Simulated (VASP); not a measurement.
# Sn (Fd-3m) in VASP: settings compared

Aim: see how the results for Sn move with the level of theory and the settings. Levels: HSE06, PBE, r2SCAN. Tasks: band structure, phonon dispersion, phonons.

Everything below comes from runs of VASP 6.6.1. Logs are shortened: lines on timing, memory, paths and dates and some standing lists are left out, and cuts for length are marked.

## 1. The crystal as given

It takes space group Fd-3m (No. 227, cubic). Conventional cell: a = 6.537 Å, b = 6.537 Å, c = 6.537 Å, α = 90.00°, β = 90.00°, γ = 90.00°. Around Sn (site symmetry -43m) lie 4 Sn at 2.83 Å.

This isn't the form of Sn at room conditions, which is tetragonal (white tin).

## 2. Band structure, HSE06, spin-orbit coupling, no magnetisation

The input, POSCAR:

```
Sn                                      
1.0
    0.0000000000      3.2685833779      3.2685833779
    3.2685833779      0.0000000000      3.2685833779
    3.2685833779      3.2685833779      0.0000000000
  Sn            
     2
Direct
     0.0000000000000000    0.0000000000000000    0.0000000000000000
     0.2500000000000000    0.2500000000000000    0.2500000000000000
```

The input, INCAR.step1:

```
PREC = Accurate
ENCUT = 520
EDIFF = 1E-5
ISMEAR = 0
SIGMA = 0.03
LREAL = F
LASPH = T
NELM = 80
ALGO = Normal
ISIF = 2
LWAVE = T
LCHARG = F
MAGMOM = 0 0 0 0 0 0
LORBIT = 11
LSORBIT = T
GGA_COMPAT = F
NBANDS = 40
KPAR = 4
GGA = PE
```

The input, INCAR.step2:

```
PREC = Accurate
ENCUT = 520
EDIFF = 1E-6
ISMEAR = 0
SIGMA = 0.03
LREAL = F
LASPH = T
NELM = 80
ALGO = Normal
ISIF = 2
LWAVE = F
LCHARG = F
MAGMOM = 0 0 0 0 0 0
LORBIT = 11
LSORBIT = T
GGA_COMPAT = F
GGA = PE
LHFCALC = T
HFSCREEN = 0.2
PRECFOCK = Fast
NBANDS = 40
KPAR = 4
ISTART = 1
```

The input, KPOINTS:

```
Automatic mesh
0
Gamma
  4 4 4
```

The input, KPOINTS_OPT:

```
explicit points
6
Reciprocal
 0.0000000000  0.0000000000  0.0000000000 1
 0.3750000000  0.3750000000  0.7500000000 1
 0.5000000000  0.5000000000  0.5000000000 1
 0.6250000000  0.2500000000  0.6250000000 1
 0.5000000000  0.2500000000  0.7500000000 1
 0.5000000000  0.0000000000  0.5000000000 1
```

Potentials or basis: VASP PAW PBE potentials, release 64 (Sn_d).

Launch:

```console
cat potpaw_PBE.64/Sn_d/POTCAR > POTCAR
cp INCAR.step1 INCAR
mpirun -np 4 vasp_ncl > vasp.out
cp INCAR.step2 INCAR
mpirun -np 4 vasp_ncl > vasp.out
```

OUTCAR:

```text
PREC = Accurate
   ENCUT = 520
   EDIFF = 1E-6
   ISMEAR = 0
   LREAL = F
   LASPH = T
   NELM = 80
   ISIF = 2
   LORBIT = 11
   LSORBIT = T
   GGA = PE
   LHFCALC = T
   HFSCREEN = 0.2
   PRECFOCK = Fast
   ISTART = 1

 ion  position               nearest neighbor table
   1  0.000  0.000  0.000-   2 2.83   2 2.83   2 2.83   2 2.83
   2  0.250  0.250  0.250-   1 2.83   1 2.83   1 2.83   1 2.83

  LATTYP: Found a face centered cubic cell.
 ALAT       =     6.5371667558

  Lattice vectors:

 A1 = (   0.0000000000,   3.2685833779,   3.2685833779)
 A2 = (   3.2685833779,   0.0000000000,   3.2685833779)
 A3 = (   3.2685833779,   3.2685833779,   0.0000000000)

Analysis of symmetry for initial positions (statically):
=====================================================================
 Subroutine PRICEL returns:
 Original cell was already a primitive cell.

 Routine SETGRP: Setting up the symmetry group for a
 face centered cubic supercell.

 Subroutine GETGRP returns: Found 48 space group operations
 (whereof 24 operations were pure point group operations)
 out of a pool of 48 trial point group operations.

The static configuration has the point symmetry T_d .
 The point group associated with its full space group is O_h .

Analysis of symmetry for dynamics (positions and initial velocities):
=====================================================================
 Subroutine PRICEL returns:
 Original cell was already a primitive cell.

 Routine SETGRP: Setting up the symmetry group for a
 face centered cubic supercell.

 Subroutine GETGRP returns: Found 48 space group operations
 (whereof 24 operations were pure point group operations)
 out of a pool of 48 trial point group operations.

The dynamic configuration has the point symmetry T_d .
 The point group associated with its full space group is O_h .

Analysis of structural, dynamic, and magnetic symmetry:
=====================================================================
 Subroutine PRICEL returns:
 Original cell was already a primitive cell.

 Routine SETGRP: Setting up the symmetry group for a
 face centered cubic supercell.

 Subroutine GETGRP returns: Found 48 space group operations
 (whereof 24 operations were pure point group operations)
 out of a pool of 48 trial point group operations.

The overall configuration has the point symmetry T_d .
 The point group associated with its full space group is O_h .

 Subroutine INISYM returns: Found 48 space group operations
 (whereof 24 operations are pure point group operations),
 and found     1 'primitive' translations

----------------------------------------------------------------------------------------

                                     Primitive cell

  volume of cell :      69.8407

  direct lattice vectors                    reciprocal lattice vectors
     0.000000000  3.268583378  3.268583378    -0.152971469  0.152971469  0.152971469
     3.268583378  0.000000000  3.268583378     0.152971469 -0.152971469  0.152971469
     3.268583378  3.268583378  0.000000000     0.152971469  0.152971469 -0.152971469

  length of vectors
     4.622474943  4.622474943  4.622474943     0.264954356  0.264954356  0.264954356

  position of ions in fractional coordinates (direct lattice)
     0.000000000  0.000000000  0.000000000
     0.250000000  0.250000000  0.250000000

  ion indices of the primitive-cell ions
   primitive index   ion index
                 1           1
                 2           2

----------------------------------------------------------------------------------------

 KPOINTS: Automatic mesh

Automatic generation of k-mesh.
 Grid dimensions read from file:
 generate k-points for:    4    4    4

 Generating k-lattice:

  Cartesian coordinates                     Fractional coordinates (reciprocal lattice)
    -0.038242867  0.038242867  0.038242867     0.250000000  0.000000000  0.000000000
     0.038242867 -0.038242867  0.038242867     0.000000000  0.250000000  0.000000000
     0.038242867  0.038242867 -0.038242867     0.000000000  0.000000000  0.250000000

  Length of vectors
     0.066238589  0.066238589  0.066238589

  Shift w.r.t. Gamma in fractional coordinates (k-lattice)
[... 33 lines left out ...]
   ENCUT  =  520.0 eV  38.22 Ry    6.18 a.u.   8.59  8.59  8.59*2*pi/ulx,y,z
   NELM   =     80;   NELMIN=  2; NELMDL=  0     # of ELM steps
   EDIFF  = 0.1E-05   stopping-criterion for ELM
   LREAL  =      F    real-space projection
   EDIFFG = 0.1E-04   stopping-criterion for IOM
   NSW    =      0    number of steps for IOM
   IBRION =     -1    ionic relax: 0-MD 1-quasi-New 2-CG
   NFREE  =      0    steps in history (QN), initial steepest desc. (CG)
   ISIF   =      2    stress and relaxation
   ISYM   =      3    0-nonsym 1-usesym 2-fastsym
   POTIM  = 0.5000    time-step for ionic-motion
   TEBEG  =    0.0;   TEEND  =   0.0 temperature during run
   PSTRESS=    0.0 pullay stress
   NELECT =      28.0000    total number of electrons
   NUPDOWN=      -1.0000    fix difference up-down
   EMIN   =  10.00;   EMAX   =-10.00  energy-range for DOS
   EFERMI =   0.00;   METHOD = LEGACY
   ISMEAR =     0;   SIGMA  =   0.03  broadening in eV -4-tet -1-fermi 0-gaus
   EFERMI_NEDOS =   21; number of points for ismear=-14 and -15
   IALGO  =     38    algorithm
   IMIX   =      1    mixing-type and parameters
     AMIX     =   0.40;   BMIX     =  1.00
     AMIX_MAG =   1.60;   BMIX_MAG =  1.00
  volume/ion in A,a.u.               =      34.92       235.65
  Fermi-wavevector in a.u.,A,eV,Ry     =   1.207141  2.281165 19.826260  1.457189
  Thomas-Fermi vector in A             =   2.342787
   LORBIT       =     11    0 simple, 1 ext, 2 COOP (PROOUT), +10 PAW based schemes
   GGA     = PE    functional components
   LHFCALC =     T    Hartree Fock is set to
   PRECFOCK=fast      Normal, Fast or Accurate (Low or Medium for compatibility)
   ENCUT4O =  -1.0   cutoff for four orbital integrals eV
   NKREDX  =     1    reduce k-point grid by
   NKREDY  =     1    reduce k-point grid by
   NKREDZ  =     1    reduce k-point grid by
   AEXX    =    0.2500 exact exchange contribution
   HFSCREEN=    0.2000 screening length (either q_TF or 0.3 A-1)
   HFSCREENC=   0.2000 screening length for correlation (either q_TF or 0.3 A-1)
   ENCUTFOCK=  -1.0 apply spherical cutoff to Coloumb kernel
   IVDW    =     0    specifies the selected vdW correction
   LEPSILON=     F    determine dielectric tensor
   LRPA    =     F    only Hartree local field effects (RPA)
 Gauss-broadening in eV      SIGMA  =   0.03
  energy-cutoff  :      520.00
  volume of cell :       69.84
 maximum number of plane-waves:      3786
 NGX is ok and might be reduce to    36
  NGX = 20; NGY = 20; NGZ = 20

 number of electron      27.9999987 magnetization      -0.0000008     -0.0000008     -0.0000004

 number of electron      27.9999987 magnetization       0.0000061      0.0000106      0.0000415

 Free energy of the ion-electron system (eV)
  ---------------------------------------------------
  ext. energy  EPLUGINS =         0.00000000
  ---------------------------------------------------
  free energy    TOTEN  =        -9.00572683 eV

  energy without entropy =       -9.00519792  energy(sigma->0) =       -9.00546237

 E-fermi :   5.4799     XC(G=0):  -7.3063

 val. band max:        5.4798025841   @ k =   0.0000   0.0000   0.0000
 cond. band min:       5.4799967432   @ k =   0.0000   0.0000   0.0000
 fundamental gap:      0.0001941591
 Fermi energy:         5.4798980471

 k-point     1 :       0.0000    0.0000    0.0000
  band No.  band energies     occupation
      1     -19.0898      1.00000
      2     -19.0898      1.00000
      3     -19.0898      1.00000
      4     -19.0898      1.00000
      5     -18.9974      1.00000
      6     -18.9974      1.00000
[... 333 lines left out ...]
     39      15.2187      0.00000
     40      15.2187      0.00000

------------------------ aborting loop because EDIFF is reached ----------------------------------------

  FORCE on cell =-STRESS in cart. coord.  units (eV):
  Direction    XX          YY          ZZ          XY          YZ          ZX
  --------------------------------------------------------------------------------------
  -------------------------------------------------------------------------------------
  Total        0.3452172      0.3452172      0.3452172      0.0000000      0.0000000      0.0000000
  in kB        7.9194364      7.9194364      7.9194364      0.0000000      0.0000000      0.0000000
  external PRESSURE =       7.9194364 kB  Pullay stress =       0.0000000 kB

 VOLUME and BASIS-vectors are now :
 -----------------------------------------------------------------------------
  energy-cutoff  :      520.00
  volume of cell :       69.84
      direct lattice vectors                 reciprocal lattice vectors
     0.000000000  3.268583378  3.268583378    -0.152971469  0.152971469  0.152971469
     3.268583378  0.000000000  3.268583378     0.152971469 -0.152971469  0.152971469
     3.268583378  3.268583378  0.000000000     0.152971469  0.152971469 -0.152971469

 POSITION                                       TOTAL-FORCE (eV/Angst)
 -----------------------------------------------------------------------------------
      0.00000      0.00000      0.00000         0.000000      0.000000     -0.000000
      1.63429      1.63429      1.63429        -0.000000     -0.000000      0.000000
 -----------------------------------------------------------------------------------
    total drift:                                0.000001      0.000004      0.000001

  FREE ENERGIE OF THE ION-ELECTRON SYSTEM (eV)
  ---------------------------------------------------
  free  energy   TOTEN  =        -9.0057268254 eV

  energy  without entropy=       -9.0051979184  energy(sigma->0) =       -9.00546237

 Spin-Orbit-Coupling matrix elements

 Ion:    1  E_soc:     -0.1060525
 l=   1
     0.0000000    -0.0117796    -0.0117797
    -0.0117796     0.0000000    -0.0117723
    -0.0117797    -0.0117723     0.0000000
 l=   2
     0.0000000    -0.0011844     0.0000000    -0.0011842    -0.0047140
    -0.0011844     0.0000000    -0.0035355    -0.0011842    -0.0011785
     0.0000000    -0.0035355     0.0000000    -0.0035355     0.0000000
    -0.0011842    -0.0011842    -0.0035355     0.0000000    -0.0011785
    -0.0047140    -0.0011785     0.0000000    -0.0011785     0.0000000
 l=   3
     0.0000000     0.0000000     0.0000000     0.0000000     0.0000000     0.0000000     0.0000000
     0.0000000     0.0000000     0.0000000     0.0000000     0.0000000     0.0000000     0.0000000
     0.0000000     0.0000000     0.0000000     0.0000000     0.0000000     0.0000000     0.0000000
     0.0000000     0.0000000     0.0000000     0.0000000     0.0000000     0.0000000     0.0000000
     0.0000000     0.0000000     0.0000000     0.0000000     0.0000000     0.0000000     0.0000000
     0.0000000     0.0000000     0.0000000     0.0000000     0.0000000     0.0000000     0.0000000
     0.0000000     0.0000000     0.0000000     0.0000000     0.0000000     0.0000000     0.0000000

 Ion:    2  E_soc:     -0.1060526
 l=   1
     0.0000000    -0.0117796    -0.0117797
    -0.0117796     0.0000000    -0.0117723
    -0.0117797    -0.0117723     0.0000000
 l=   2
     0.0000000    -0.0011844     0.0000000    -0.0011842    -0.0047140
    -0.0011844     0.0000000    -0.0035355    -0.0011842    -0.0011785
     0.0000000    -0.0035355     0.0000000    -0.0035355     0.0000000
    -0.0011842    -0.0011842    -0.0035355     0.0000000    -0.0011785
    -0.0047140    -0.0011785     0.0000000    -0.0011785     0.0000000
 l=   3
     0.0000000     0.0000000     0.0000000     0.0000000     0.0000000     0.0000000     0.0000000
     0.0000000     0.0000000     0.0000000     0.0000000     0.0000000     0.0000000     0.0000000
     0.0000000     0.0000000     0.0000000     0.0000000     0.0000000     0.0000000     0.0000000
     0.0000000     0.0000000     0.0000000     0.0000000     0.0000000     0.0000000     0.0000000
     0.0000000     0.0000000     0.0000000     0.0000000     0.0000000     0.0000000     0.0000000
     0.0000000     0.0000000     0.0000000     0.0000000     0.0000000     0.0000000     0.0000000
     0.0000000     0.0000000     0.0000000     0.0000000     0.0000000     0.0000000     0.0000000

 total charge

# of ion       s       p       d       tot
------------------------------------------
    1        1.160   1.259   9.971  12.389
    2        1.160   1.259   9.971  12.389
--------------------------------------------------
tot          2.319   2.517  19.942  24.778

 magnetization (x)

# of ion       s       p       d       tot
------------------------------------------
    1       -0.000   0.000   0.000   0.000
    2       -0.000  -0.000  -0.000  -0.000
--------------------------------------------------
tot         -0.000   0.000   0.000   0.000

 magnetization (y)

# of ion       s       p       d       tot
------------------------------------------
    1       -0.000   0.000   0.000   0.000
    2       -0.000   0.000   0.000   0.000
--------------------------------------------------
tot         -0.000   0.000   0.000   0.000

 magnetization (z)

# of ion       s       p       d       tot
------------------------------------------
    1       -0.000   0.000  -0.000  -0.000
    2       -0.000   0.000  -0.000   0.000
--------------------------------------------------
tot         -0.000   0.000  -0.000  -0.000
```

It took 11 min on 4 MPI ranks of Intel Xeon 6975P-C (Granite Rapids), shared host; peak memory 0.52 GiB.

Results:

```
Free energy                                           : -9.0057 eV
Pressure                                              : 0.8 GPa
Valence electrons inside the program's atomic spheres : Sn 12.39
```

Caveat: the k mesh is coarse (spacing up to 0.42 Å⁻¹), so the values aren't converged, least of all with exact exchange; the PAW data sets were made with another functional, which shifts forces and pressure a little.

(Continued in part 2 of 2.)
